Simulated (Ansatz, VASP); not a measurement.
## BaTe: VASP beside Ansatz

```
Ba Te
1.0
    -0.00540    0.01070    4.41775
     4.81939    0.00196   -0.00582
     0.00378    8.29635    0.02042
Ba Te
2 2
Direct
  0.50005 0.00036 0.33369
  0.50064 0.49979 0.83369
  0.99927 0.50024 0.49955
  0.00004 0.99961 0.99974
```

Change from the starting cell: cell x2, atoms moved at random (sigma 0.1 Å) and cell strained at random (1.5 %), then relaxed without symmetry.

Alike in both runs: functional PBE; k mesh 4 × 4 × 2; occupations gaussian, width 0.1 eV; no spin polarisation.

Ansatz relaxed the structure, and its values are those at the end. VASP's run is a single point on that final structure, the one shown.

|  | VASP | Ansatz |
| --- | --- | --- |
| version | VASP 6.6.1 | Ansatz 0.2.0 |
| potentials or method | VASP PAW PBE potentials, release 64 (Ba_sv, Te) | scalar-relativistic, plane waves, PAW |
| plane-wave cutoff (eV) | 520 | 420 |
| valence electrons in the cell | 32 | 52 |

```tsv
	VASP	Ansatz	Ansatz less VASP
gap on the k mesh at the Fermi level (eV)	1.47	1.53	+0.055
least direct gap on the mesh (eV)	1.47	1.53	+0.055
pressure (GPa)	0.3	0.0	-0.32
rms of the force components (eV/Å)	0.004	0.004	-0.0004
```

The two sets of potentials don't hold the same shells in valence.

Caveats: spin-orbit coupling is left out, which moves the levels of the heavy elements. A k mesh can miss the band edges.
